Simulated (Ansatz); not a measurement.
The cell is built from the bcc type as a first guess.

Ca: DFT, PBE, PAW with Ansatz's default frozen-core files, scalar-relativistic (Ansatz 0.2.0).

The relaxation starts from this cell:

```
CELL_PARAMETERS angstrom
-2.02816 2.02816 2.02816
2.02816 -2.02816 2.02816
2.02816 2.02816 -2.02816
ATOMIC_POSITIONS crystal
Ca 0.00000 0.00000 0.00000
```

Output:

```
Engine: ansatz 0.2.0
Pseudopotentials: kind: paw
Pseudopotential: Ca, paw, valence charge 10, recommended cutoff 420 eV (normal)
Functional definition: PBE
  parameter kappa = 0.804
  parameter beta = 0.06672455060314922
  exchange = pbe_x(kappa = kappa, mu = beta*pi^2/3)
  correlation = pbe_c(beta = beta)
Crystal: 1 atoms, lattice volume = 33.371 Å³
Basis set: ecut = 420 eV, 627 PW (Γ), exchange–correlation on 48×48×48 points (8 copies of the dense FFT grid, shifted against one another)
Bands: 9, of which v1, the nominal top of the filled ones, is band 5 counted from 1 (4 counted from 0)
Symmetry: 48 space group operations
Space group: Im-3m (ITA 229), of the structure as read, at distance tolerance 3.2e-5 Å
k-points: 84 of 2197
Non-local potential: Ca, projectors of the file, l = 0: 3, l = 1: 2, l = 2: 2
PAW form: soft (Blöchl's): semilocal exchange-correlation on the pseudo side does not see the compensation charge
PAW one-centre angular grid: Ca, 110 points (default); XC on 64 Gauss nodes
Initial density: superposition of atomic densities (neutral atoms: chi_scale 0, normalization atom), corrected by the library's trained network
Initial wavefunctions: pseudopotential atomic-orbital guess
Functional: x = pbe(κ = 0.804, μ = 0.2195149727645171), c = pbe(β = 0.06672455060314922)
SCF iter   1: F=—  HF=-1816.731069 eV  |F-HF|=—  |Δ(HF+E_count)|=         —  Δρ=1.10e-3  dr2=3.81e-4  ethr=1.77e-3  ⟨swp⟩=6.1  Hψ=6205  notcnv=0
preconditioner: auto → Kerker (q_TF=auto, 2.232 Å⁻¹)  [metal: Δε(μ)=0.092 eV  Ē_g=3.970 eV  σ=0.080 eV  W_gap=0.28  n_scr=12 (ndim 8)  ℏωp=9.1 eV  f_vac=0.000  D(μ)=1.03/eV (n_scr^D=12)]
SCF iter   2: F=—  HF=-1816.731092 eV  |F-HF|=—  |Δ(HF+E_count)|=   2.35e-5  Δρ=7.23e-4  dr2=1.85e-4  ethr=3.81e-6  ⟨swp⟩=2.5  Hψ=1831  notcnv=0
SCF iter   3: F=—  HF=-1816.731186 eV  |F-HF|=—  |Δ(HF+E_count)|=   9.37e-5  Δρ=1.04e-4  dr2=3.61e-6  ethr=1.85e-6  ⟨swp⟩=2.0  Hψ=854  notcnv=0
SCF iter   4: F=—  HF=-1816.731186 eV  |F-HF|=—  |Δ(HF+E_count)|=   3.48e-7  Δρ=4.20e-5  dr2=1.40e-7  ethr=3.61e-8  ⟨swp⟩=2.8  Hψ=1121  notcnv=0
iter 5 did not close the SCF: its close was put off for the readings that it lacked (scf_convergence_deferred on its scf_iter line)
SCF iter   5: F=-1816.731187 eV  HF=-1816.731187 eV  |F-HF|=1.09e-9  |Δ(HF+E_count)|=   9.77e-7  Δρ=5.58e-6  dr2=5.38e-9  ethr=1.40e-9  ⟨swp⟩=2.0  Hψ=1164  notcnv=0
SCF iter   6: F=-1816.731187 eV  HF=-1816.731187 eV  |F-HF|=9.60e-11  |Δ(HF+E_count)|=   2.00e-9  Δρ=8.35e-7  dr2=9.62e-11  ethr=5.38e-11  ⟨swp⟩=1.2  Hψ=2204  notcnv=0
SCF 1 converged in 6 iterations: F = -1816.731187 eV  dr2 = 9.62e-11
  greatest PAW one-centre occupation: 0.996 electrons in one spin orbital (limit 2), on the Ca atom at site 0 (counted from 0), in its partial waves of l = 0
relax step   1: F+E_penalty+E_count = -1816.73118748 eV  Δ(F+E_penalty+E_count) = +0.000e0 eV  max|allowed force component| = 0.000e0 eV/Å  Δτ_max = 0.0000 Å  P = +5.543 GPa  Ω = 33.371 Å³  (6 SCF iters, dr2 threshold 1.00e-7 eV, accepted)
Crystal: 1 atoms, lattice volume = 37.831 Å³
Basis set: ecut = 420 eV, 683 PW (Γ), exchange–correlation on 48×48×48 points (8 copies of the dense FFT grid, shifted against one another)
Initial density: handed on by an earlier stage of this run
Initial wavefunctions: those handed on with the density
iter 1 solved again at ethr=1.37e-5 eV; its pass at ethr=3.10e-3 eV (dr2=1.37e-3 eV) is discarded
SCF iter   1: F=—  HF=-1816.833553 eV  |F-HF|=—  |Δ(HF+E_count)|=         —  Δρ=1.81e-3  dr2=1.33e-3  ethr=1.37e-5  ⟨swp⟩=1.0  Hψ=6689  notcnv=0
preconditioner: auto → Kerker (q_TF=auto, 2.186 Å⁻¹)  [metal: Δε(μ)=0.027 eV  Ē_g=3.791 eV  σ=0.080 eV  W_gap=0.08  n_scr=12 (ndim 8)  ℏωp=8.5 eV  f_vac=0.000  D(μ)=1.37/eV (n_scr^D=12)]
SCF iter   2: F=—  HF=-1816.833628 eV  |F-HF|=—  |Δ(HF+E_count)|=   7.41e-5  Δρ=1.21e-3  dr2=5.99e-4  ethr=1.33e-5  ⟨swp⟩=1.0  Hψ=756  notcnv=0
SCF iter   3: F=—  HF=-1816.833733 eV  |F-HF|=—  |Δ(HF+E_count)|=   1.05e-4  Δρ=1.33e-4  dr2=7.25e-6  ethr=5.99e-6  ⟨swp⟩=3.0  Hψ=1262  notcnv=0
SCF iter   4: F=—  HF=-1816.833732 eV  |F-HF|=—  |Δ(HF+E_count)|=   7.71e-7  Δρ=2.15e-5  dr2=8.38e-8  ethr=1.00e-9  ⟨swp⟩=2.9  Hψ=2844  notcnv=0
SCF iter   5: F=-1816.833732 eV  HF=-1816.833732 eV  |F-HF|=4.68e-9  |Δ(HF+E_count)|=   1.28e-7  Δρ=4.34e-6  dr2=5.29e-9  ethr=8.38e-10  ⟨swp⟩=2.0  Hψ=2661  notcnv=0
SCF 2 converged in 5 iterations: F = -1816.833732 eV  dr2 = 5.29e-9
relax step   2: F+E_penalty+E_count = -1816.83373193 eV  Δ(F+E_penalty+E_count) = -1.025e-1 eV  max|allowed force component| = 0.000e0 eV/Å  Δτ_max = 0.0000 Å  P = +2.118 GPa  Ω = 37.831 Å³  energy of the carried Pulay correction = -1.663e-4 eV  (5 SCF iters, dr2 threshold 1.00e-7 eV, accepted)
Crystal: 1 atoms, lattice volume = 41.230 Å³
Basis set: ecut = 420 eV, 791 PW (Γ), exchange–correlation on 48×48×48 points (8 copies of the dense FFT grid, shifted against one another)
iter 1 solved again at ethr=8.43e-6 eV; its pass at ethr=3.10e-3 eV (dr2=8.43e-4 eV) is discarded
SCF iter   1: F=—  HF=-1816.859128 eV  |F-HF|=—  |Δ(HF+E_count)|=         —  Δρ=1.21e-3  dr2=8.18e-4  ethr=8.43e-6  ⟨swp⟩=1.0  Hψ=6690  notcnv=0
preconditioner: auto → Kerker (q_TF=auto, 2.155 Å⁻¹)  [metal: Δε(μ)=0.007 eV  Ē_g=3.619 eV  σ=0.080 eV  W_gap=0.02  n_scr=12 (ndim 8)  ℏωp=8.2 eV  f_vac=0.000  D(μ)=1.50/eV (n_scr^D=12)]
SCF iter   2: F=—  HF=-1816.859081 eV  |F-HF|=—  |Δ(HF+E_count)|=   4.70e-5  Δρ=8.20e-4  dr2=3.60e-4  ethr=8.18e-6  ⟨swp⟩=1.0  Hψ=762  notcnv=0
SCF iter   3: F=—  HF=-1816.859081 eV  |F-HF|=—  |Δ(HF+E_count)|=   9.29e-8  Δρ=1.12e-4  dr2=6.03e-6  ethr=3.60e-6  ⟨swp⟩=3.0  Hψ=1221  notcnv=0
SCF iter   4: F=—  HF=-1816.859087 eV  |F-HF|=—  |Δ(HF+E_count)|=   5.42e-6  Δρ=1.80e-5  dr2=8.17e-8  ethr=1.00e-9  ⟨swp⟩=3.0  Hψ=2850  notcnv=0
SCF iter   5: F=-1816.859087 eV  HF=-1816.859087 eV  |F-HF|=3.65e-9  |Δ(HF+E_count)|=   1.13e-7  Δρ=3.41e-6  dr2=4.47e-9  ethr=8.17e-10  ⟨swp⟩=2.0  Hψ=2690  notcnv=0
SCF 3 converged in 5 iterations: F = -1816.859087 eV  dr2 = 4.47e-9
relax step   3: F+E_penalty+E_count = -1816.85908680 eV  Δ(F+E_penalty+E_count) = -2.535e-2 eV  max|allowed force component| = 0.000e0 eV/Å  Δτ_max = 0.0000 Å  P = +0.373 GPa  Ω = 41.230 Å³  energy of the carried Pulay correction = -2.798e-4 eV  (5 SCF iters, dr2 threshold 1.00e-7 eV, accepted)
Crystal: 1 atoms, lattice volume = 42.037 Å³
iter 1 solved again at ethr=4.29e-7 eV; its pass at ethr=3.10e-3 eV (dr2=4.29e-5 eV) is discarded
SCF iter   1: F=—  HF=-1816.860067 eV  |F-HF|=—  |Δ(HF+E_count)|=         —  Δρ=2.55e-4  dr2=3.94e-5  ethr=4.29e-7  ⟨swp⟩=2.0  Hψ=6542  notcnv=0
preconditioner: auto → Kerker (q_TF=auto, 2.148 Å⁻¹)  [metal: Δε(μ)=0.020 eV  Ē_g=3.580 eV  σ=0.080 eV  W_gap=0.06  n_scr=12 (ndim 8)  ℏωp=8.1 eV  f_vac=0.000  D(μ)=1.52/eV (n_scr^D=12)]
SCF iter   2: F=—  HF=-1816.860068 eV  |F-HF|=—  |Δ(HF+E_count)|=   7.68e-7  Δρ=1.72e-4  dr2=1.70e-5  ethr=3.94e-7  ⟨swp⟩=1.1  Hψ=774  notcnv=0
SCF iter   3: F=—  HF=-1816.860067 eV  |F-HF|=—  |Δ(HF+E_count)|=   9.43e-7  Δρ=2.64e-5  dr2=3.56e-7  ethr=1.70e-7  ⟨swp⟩=2.8  Hψ=1209  notcnv=0
SCF iter   4: F=-1816.860067 eV  HF=-1816.860067 eV  |F-HF|=5.83e-9  |Δ(HF+E_count)|=   7.95e-8  Δρ=4.26e-6  dr2=4.96e-9  ethr=1.00e-9  ⟨swp⟩=4.0  Hψ=2264  notcnv=0
SCF 4 converged in 4 iterations: F = -1816.860067 eV  dr2 = 4.96e-9
relax step   4: F+E_penalty+E_count = -1816.86006741 eV  Δ(F+E_penalty+E_count) = -9.806e-4 eV  max|allowed force component| = 0.000e0 eV/Å  Δτ_max = 0.0000 Å  P = +0.031 GPa  Ω = 42.037 Å³  energy of the carried Pulay correction = -3.052e-4 eV  (4 SCF iters, dr2 threshold 1.00e-7 eV, accepted)
Basis set: ecut = 420 eV, 791 PW (Γ), exchange–correlation on 54×54×54 points (8 copies of the dense FFT grid, shifted against one another)
Initial wavefunctions: pseudopotential atomic-orbital guess (no wavefunctions were taken with the density)
iter 1 solved again at ethr=3.49e-8 eV; its pass at ethr=3.10e-3 eV (dr2=3.49e-6 eV) is discarded
SCF iter   1: F=—  HF=-1816.860579 eV  |F-HF|=—  |Δ(HF+E_count)|=         —  Δρ=1.60e-4  dr2=1.14e-6  ethr=3.49e-8  ⟨swp⟩=3.2  Hψ=8663  notcnv=0
preconditioner: auto → Kerker (q_TF=auto, 2.148 Å⁻¹)  [metal: Δε(μ)=0.020 eV  Ē_g=3.576 eV  σ=0.080 eV  W_gap=0.06  n_scr=12 (ndim 8)  ℏωp=8.1 eV  f_vac=0.000  D(μ)=1.52/eV (n_scr^D=12)]
SCF iter   2: F=—  HF=-1816.860579 eV  |F-HF|=—  |Δ(HF+E_count)|=   4.27e-7  Δρ=8.31e-5  dr2=3.01e-7  ethr=1.14e-8  ⟨swp⟩=1.0  Hψ=756  notcnv=0
SCF iter   3: F=—  HF=-1816.860580 eV  |F-HF|=—  |Δ(HF+E_count)|=   4.42e-7  Δρ=1.29e-6  dr2=2.81e-10  ethr=3.01e-9  ⟨swp⟩=1.0  Hψ=771  notcnv=0
SCF iter   4: F=—  HF=-1816.860580 eV  |F-HF|=—  |Δ(HF+E_count)|=  5.35e-10  Δρ=2.53e-7  dr2=2.75e-11  ethr=1.00e-12  ⟨swp⟩=5.7  Hψ=2955  notcnv=0
SCF iter   5: F=-1816.860580 eV  HF=-1816.860580 eV  |F-HF|=9.09e-13  |Δ(HF+E_count)|=  6.82e-12  Δρ=7.95e-8  dr2=4.41e-12  ethr=1.00e-12  ⟨swp⟩=4.4  Hψ=2441  notcnv=0
SCF 5 converged in 5 iterations: F = -1816.860580 eV  dr2 = 4.41e-12
relax step   5: F+E_penalty+E_count = -1816.86057971 eV  Δ(F+E_penalty+E_count) = -5.123e-4 eV  max|allowed force component| = 0.000e0 eV/Å  Δτ_max = 0.0000 Å  P = +0.046 GPa  Ω = 42.037 Å³  stress off target by 4.63e-2 GPa  SCF on the basis re-selected at this cell (its energy is not comparable with the rows above)  (5 SCF iters)
basis re-selected at this cell: Δ(F+E_penalty+E_count) = -5.123e-4 eV, ΔP = +0.016 GPa vs the last step (what re-selecting the basis moved, of the pressure what is left beyond the Pulay correction that the steps carried, after the strain that the cell walked since its last selection, with what the two solves' SCF thresholds leave and, on support functions, any second-order correction that the steps lacked; it is no measure of the basis error at this ecutwfc). The dense FFT grid was sized anew with the basis: this SCF ran on 27×27×27 points, the steps before it on 24×24×24, so part of this shift can come from that change (see relax.cell in the input reference). This SCF's stress stands 4.63e-2 GPa from its target on what of the cell is left free (relax.cell.stress_tol is 5.00e-2 GPa) and its largest allowed force component is 0.00e0 eV/Å (relax.f_tol is 5.00e-3 eV/Å): within both
SCF converged after 5 iterations
Free energy (F): -1816.860580 eV
Harris-Foulkes:  -1816.860580 eV  (|F-HF|=9.09e-13)
Internal energy: -1816.828946 eV  (E = F + TS)
E sigma→0 (E₀):  -1816.844763 eV
Entropy (-TS):   -0.031633 eV (-31.633 meV/atom)
Fermi energy:    5.016454 eV
--- Per-component energies (eV) ---
  E_band       = -174.824003
  E_kinetic    = 275.600637
  E_local      = -847.455673  (includes V_loc(G=0)·N_el)
  E_nonlocal   = 63.663322
  E_hartree    = 283.617830
  E_xc         = -135.905658
  E_vxc        = -169.398758  (∫ρ·V_xc dr)
  E_paw        = -858.245390  (= ΣΔE_a)
  E_vpaw       = -64.469221  (= ΣTr[D̂ρ^β])
  E_aug_tail   = -0.000006  (compensation charges beyond the density's cutoff)
  E_ewald      = -598.104008
  E_smearing   = -0.031633  (= −TS)
  E_closure    = 0.000000  (closes the sum)
  Σ components = -1816.860580   (vs F -1816.860580, Δ=0.00e0)
--- Forces (eV/Å), atoms counted from 1 ---
  atom   1  Ca     0.00000000    -0.00000000     0.00000000
  max |Σ_I F_I| component: 2.04e-30 eV/Å
--- Stress (GPa, compression-positive) ---
        0.046265       0.000000      -0.000000
        0.000000       0.046265      -0.000000
       -0.000000       0.000000       0.046265
  P = ⅓ Tr σ = 0.0463 GPa (0.463 kbar)
--- Relaxed structure (4 steps of the walk, 4 accepted, 1 SCFs on fresh bases) ---
  F+E_penalty+E_count = -1816.86057971 eV   max|allowed force component| = 0.000e0 eV/Å   (the final SCF, on the basis selected at the relaxed cell)
  cell:  # Å, volume = 42.0373 Å³
    - [-2.190407970782064, 2.190407970782064, 2.190407970782064]
    - [2.190407970782064, -2.190407970782064, 2.190407970782064]
    - [2.190407970782064, 2.190407970782064, -2.190407970782064]
  atoms:
    - { symbol: Ca, position: [0.0, 0.0, 0.0] }
```
